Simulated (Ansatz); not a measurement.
# Sr in Ansatz: convergence with ecutfock ratio

The system is Sr.

```
CELL_PARAMETERS angstrom
0.00000 3.04235 3.04235
3.04235 0.00000 3.04235
3.04235 3.04235 0.00000
ATOMIC_POSITIONS crystal
Sr 0.00000 0.00000 0.00000
```

```yaml
Program: Ansatz 0.2.0
Task: convergence study
Functional: HSE06
Potentials_or_basis: Ansatz PAW
Cutoff: 420 eV
Density_cutoff: 1680 eV
k_mesh: 4 × 4 × 4
Occupations: methfessel-paxton, width 0.1 eV
Spin: no spin polarisation
```

These are the settings of the first run; the series varies ecutfock ratio, with any setting tied to it.

Hardware: 2 threads of Arm Neoverse V2, with other jobs on the host.

```tsv
ecutfock ratio	energy less the tightest run, at zero smearing (meV/atom)	SCF cycles	CPU time (s)	peak memory (GiB)
1	0.00	14	5.3	0.43
2	0.00	14	6.4	0.48
3	0.00	14	7	0.49
4	0.00	14	6.7	0.49
```

Against the tightest run, the energy stays within 1 meV/atom from 1 on. The tightest run that finished is the yardstick and may itself not be fully converged.

Caveat, for the tightest run too: the k mesh is coarse (spacing up to 0.45 Å⁻¹), so the values aren't converged, least of all with exact exchange.
